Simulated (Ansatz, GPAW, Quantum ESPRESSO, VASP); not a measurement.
## ZnS: 4 runs at one level of theory

```
Zn S
1.0
     3.82270    0.00000    0.00000
    -1.91135    3.31056    0.00000
     0.00000    0.00000   12.52000
Zn S
4 4
Direct
  0.66667 0.33333 0.75000
  0.33333 0.66667 0.25000
  0.00000 0.00000 0.50000
  0.00000 0.00000 0.00000
  0.66667 0.33333 0.93750
  0.33333 0.66667 0.43750
  0.00000 0.00000 0.68750
  0.00000 0.00000 0.18750
```

Alike in all runs: task single point; functional PBE; k mesh 8 × 8 × 3; occupations fermi-dirac, width 0.05 eV; no spin polarisation; no spin-orbit coupling. Pressure is positive in compression and, in plane waves, holds the error of the finite cutoff.

```tsv
program and potentials	plane-wave cutoff (eV)	notes	pressure (GPa)
VASP, PBE PAW files S, Zn, 520 eV	520	9 valence electrons an atom on average	1.49
Ansatz, all-electron LAPW, scalar-relativistic	-	-	1.34
GPAW, GPAW PAW data sets (gpaw-data 1.2.1)	600	9 valence electrons an atom on average	?
Quantum ESPRESSO, SSSP 1.3 efficiency PBE	748	13 valence electrons an atom on average	1.34
```

Problem. Estimate from the other rows what the run with GPAW, GPAW PAW data sets (gpaw-data 1.2.1) gave.

Solution. Pressure 1.35 GPa. The other rows, which needn't bracket it: pressure 1.34 to 1.49.
